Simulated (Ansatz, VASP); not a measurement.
## ZrB in VASP and in Ansatz

INCAR

```
PREC = Accurate ; ENCUT = 520
EDIFF = 1E-7 ; ISMEAR = 0
SIGMA = 0.15 ; LREAL = False
LASPH = True ; NELM = 80
ALGO = Normal ; ISIF = 2
LWAVE = False ; LCHARG = True
GGA = CA ; LELF = True
LVHAR = True ; NBANDS = 14
```

File KPOINTS:

```
regular mesh
0
Gamma
  18 18 18
```

POSCAR

```
ZrB
1.0
    0.0000000000      2.4971809686      2.3500970096
    2.4971809686      0.0000000000      2.3500970096
    2.4971809686      2.4971809686      0.0000000000
Zr B
1 1
Direct
    0.0000000000      0.0000000000      0.0000000000
    0.5000000000      0.5000000000      0.5000000000
```

Input for Ansatz:

```yaml
crystal:
  lattice:
    - [0.0, 2.4971809686, 2.3500970096]
    - [2.4971809686, 0.0, 2.3500970096]
    - [2.4971809686, 2.4971809686, 0.0]
  atoms:
    - { symbol: Zr, position: [0.0, 0.0, 0.0] }
    - { symbol: B, position: [0.5, 0.5, 0.5] }
basis:
  ecutwfc: 520.0
kpoints:
  mp_grid: { grid: [18, 18, 18] }
hamiltonian:
  xc: lda
scf:
  occupations: { method: gaussian, width: 0.15 }
output:
  forces: true
  stress: true
  eigenvalues: true
```

Alike in both runs: task single point; functional LDA; k mesh 18 × 18 × 18; occupations gaussian, width 0.15 eV; no spin polarisation.

|  | VASP | Ansatz |
| --- | --- | --- |
| version | VASP 6.6.1 | Ansatz 0.2.0 |
| potentials or method | VASP PAW LDA potentials, release 64 (Zr_sv, B) | scalar-relativistic, plane waves, PAW |
| plane-wave cutoff (eV) | 520 | 520 |
| valence electrons in the cell | 15 | 15 |

```csv
,VASP,Ansatz,Ansatz less VASP
gap on the k mesh at the Fermi level (eV),none,none,-
pressure (GPa),-5.2,-5.5,-0.29
largest component of the traceless stress (GPa),12.26,12.20,-0.057
```

A gap of «none» marks a metal or a gap that the smearing closes.
